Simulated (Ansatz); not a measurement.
Runs of Ansatz 0.2.0 on FeO. It takes space group I4/mmm (No. 139, tetragonal). The conventional cell has a = 3.204 Å, b = 3.204 Å, c = 4.167 Å, α = 90.00°, β = 90.00°, γ = 90.00°. Fe (site symmetry 4/mmm) is surrounded by 6 O at 2.08 to 2.27 Å. O (site symmetry 4/mmm) is surrounded by 6 Fe at 2.08 to 2.27 Å. The cell comes from a database or a generator and needn't be the stable form of this composition.

```tsv
task	level	cell	k mesh	points for each segment of the path	mesh quality	gap on the mesh (eV)	pressure (GPa)	moment (μB)
band structure	PBEsol	as given	12 × 12 × 12	14	not flagged	none	(a)	4.00
relaxation of cell and atoms	HSE03	relaxed	6 × 6 × 6	-	coarse	0.95	-	4.00
band structure	HSE03	as given	6 × 6 × 6	4	coarse	0.97	-	4.00
band structure	LDA	as given	12 × 12 × 12	14	not flagged	none	-22.5	4.00
```

Alike in all rows: potentials or basis Ansatz PAW; spin collinear, ferromagnetic start; cutoff (eV) 420; smearing fermi-dirac 0.05 eV.

Fill in the values left out.

(a) -16.1.

Caveats: some runs use coarse meshes; a cell with one magnetic atom can't hold antiferromagnetic order, which such compounds often take; the PAW data sets come from PBE, with cores solved anew for the run's functional, which leaves a small shift of forces and pressure; semilocal functionals often make such compounds metallic where correlation or magnetic order opens a gap, which also shifts bond lengths (some runs); the magnetic or orbital state may not be the lowest (some runs); the plane-wave basis is chosen anew once the cell has moved, so the energies of steps on either side of that aren't comparable (some runs).

A k mesh can miss the band edges.

A gap of «none» marks a metal or a gap under the smearing width.

Not every run made on this cell is shown here.
